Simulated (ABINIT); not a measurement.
Runs of ABINIT 10.8.3 (patched build) on HgTe (Coloradoite). Symmetry: F-43m, No. 216, cubic system. The conventional cell has a = 6.429 Å, b = 6.429 Å, c = 6.429 Å, α = 90.00°, β = 90.00°, γ = 90.00°. Hg (site symmetry -43m) is surrounded by 4 Te at 2.78 Å. Te (site symmetry -43m) has 4 Hg at 2.78 Å as nearest neighbours. 

```csv
task,level,potentials or basis,cell,cutoff (eV),cell freedom (optcell),optimiser (ionmov),cutoff smearing ecutsm (Ha),force stop (Ha/bohr),gap on the mesh (eV),pressure (GPa)
single point,PBEsol,PseudoDojo NC SR PBEsol v0.4.1 standard,as given,925,-,-,-,-,none,1.7
single point,PBEsol,PseudoDojo NC SR PBEsol v0.4.1 standard,cell relaxed,1088,-,-,-,-,none,0.0
relaxation of cell and atoms,PBEsol,PseudoDojo NC SR PBEsol v0.4.1 standard,relaxed,1088,2,2,0.5,2e-05,none,0.0
single point,LDA,PseudoDojo NC SR LDA v0.4.1 standard,as given,925,-,-,-,-,none,(a)
```

Alike in all rows: no spin polarisation; k mesh 5 × 5 × 5; smearing fermi-dirac 0.05 eV.

Q: Fill in the values left out.

A: (a) 0.1.

Caveats: the cutoff is short for stress, so the pressure is rough (some runs).

A k mesh can miss the band edges, and the runs leave out spin-orbit coupling on Hg, Te.

A gap of «none» marks a metal or a gap under the smearing width.

Runs at the PBE level aren't shown here.
